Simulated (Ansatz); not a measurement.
# CdI₂: a workflow

Method: PBE, scalar-relativistic; no spin polarisation; PAW, 420 eV, 10×10×6 k-mesh, Gaussian smearing of 0.05 eV; code Ansatz; PAW files: Ansatz's generated set soft_2.

The chain of runs began from a cell as deposited in COD, expanded in volume.

The start:

```
Cd I
1.0
     4.25810    0.00000    0.00000
    -2.12905    3.68762    0.00000
     0.00000    0.00000    6.88179
Cd I
1 2
Direct
  0.00000 0.00000 0.00000
  0.33333 0.66667 0.24920
  0.66667 0.33333 0.75080
```

The runs in order:

```csv
run,level,k-mesh,kind,V (Å³/atom),P (GPa),E − E(final) (meV/atom),gap on the mesh (eV)
1,PBE,10×10×6,cell and atoms relaxed,42.29,0.0,0.0,2.43
2,PBE,10×10×6,cell and atoms relaxed,42.29,0.0,0.0,2.43
```

The final structure (symmetry read at 0.01 Å). Symmetry: P-3m1, No. 164, trigonal system. Conventional cell: a = 4.330 Å, b = 4.330 Å, c = 7.815 Å, α = 90.00°, β = 90.00°, γ = 120.00°. Around Cd (site symmetry -3m) lie 6 I at 3.03 Å. I (site symmetry 3m) is surrounded by 3 Cd at 3.03 Å. (Shells end 15 % past the nearest neighbour.)

```tsv
atom	site	symmetry	x	y	z
Cd	1a	-3m.	0.0000	0.0000	0.0000
I	2d	3m.	0.3333	0.6667	0.2199
```

- At the final geometry the gap, band path included, is 2.43 eV.
- Against the elements' standard states, run alike and uncorrected, the formation energy is -0.59 eV/atom.
- The runs in the table took roughly 4 core-minutes.

**What lies behind the numbers.**

Shannon's ionic radii give a check on the bond lengths: Cd²⁺ with 6 neighbours 0.95 Å + I⁻ 2.20 Å (six-fold value) = 3.15 Å against a computed mean of 3.03 Å. The largest miss is -4 %; bonds shorter than the sum are usual where the bond is partly covalent, as with large, soft anions.

Kohn–Sham gaps of semilocal functionals lie under measured ones, often by a third or more. For elements this heavy, spin–orbit coupling would shift levels and gaps; it isn't included here. The structure is built of weakly bound layers, and this functional has no dispersion term, so their spacing and all that hangs on it (volume, the soft elastic constants, low modes, dielectric constants) are poorly given.
